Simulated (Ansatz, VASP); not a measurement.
**Two plane-wave programs on SnSe**

INCAR

```
PREC = Accurate ; ENCUT = 520
EDIFF = 1E-7 ; ISMEAR = -1
SIGMA = 0.05 ; LREAL = F
LASPH = T ; NELM = 80
ALGO = Normal ; ISIF = 2
LWAVE = F ; LCHARG = F
GGA = PE ; NBANDS = 28
```

File KPOINTS:

```
regular mesh
0
Gamma
  6 6 3
```

Contents of POSCAR:

```
SnSe
1.0
    4.1978472110      0.0000000000      0.0000000000
    0.0000000000      4.1978472110      0.0000000000
    0.0000000000      0.0000000000     10.7663293357
Sn Se
2 2
Direct
    0.0000000000      0.5000000000      0.6277708900
    0.5000000000      0.0000000000      0.3722291100
    0.0000000000      0.5000000000      0.3839605100
    0.5000000000      0.0000000000      0.6160394900
```

input.yaml

```yaml
crystal:
  lattice:
    - [4.197847211, 0.0, 0.0]
    - [0.0, 4.197847211, 0.0]
    - [0.0, 0.0, 10.7663293357]
  atoms:
    - { symbol: Sn, position: [0.0, 0.5, 0.62777089] }
    - { symbol: Sn, position: [0.5, 0.0, 0.37222911] }
    - { symbol: Se, position: [0.0, 0.5, 0.38396051] }
    - { symbol: Se, position: [0.5, 0.0, 0.61603949] }
hamiltonian:
  xc: pbe
  pseudopotentials: { kind: paw }
kpoints:
  mp_grid: { grid: [6, 6, 3] }
scf:
  occupations: { method: fermi_dirac, width: 0.05 }
output:
  forces: true
  stress: true
  eigenvalues: true
```

Change from the starting cell: volume scaled by 0.94.

Alike in both runs: task single point; functional PBE; k mesh 6 × 6 × 3; occupations fermi-dirac, width 0.05 eV; no spin polarisation.

|  | VASP | Ansatz |
| --- | --- | --- |
| version | VASP 6.6.1 | Ansatz 0.2.0 |
| potentials or method | VASP PAW PBE potentials, release 64 (Sn_d, Se) | Ansatz PAW |
| plane-wave cutoff (eV) | 520 | 420 |
| valence electrons in the cell | 40 | 60 |

Ansatz gave:

- gap on the k mesh at the Fermi level (eV): 1.41
- least direct gap on the mesh (eV): 1.45
- rms of the force components (eV/Å): 0.358

Estimate VASP's values.

gap on the k mesh at the Fermi level (eV): 1.40; least direct gap on the mesh (eV): 1.44; rms of the force components (eV/Å): 0.368.

Atom by atom the forces differ by 0.010 eV/Å (rms over components). The functional is the same, so the differences come from potentials, cutoffs and numerics. The two sets of potentials don't hold the same shells in valence.

Caveats: spin-orbit coupling is left out, which moves the levels of the heavy elements; odd divisions of the mesh miss points on the zone boundary, where band edges often lie, so the gap on the mesh can be too wide (Ansatz).
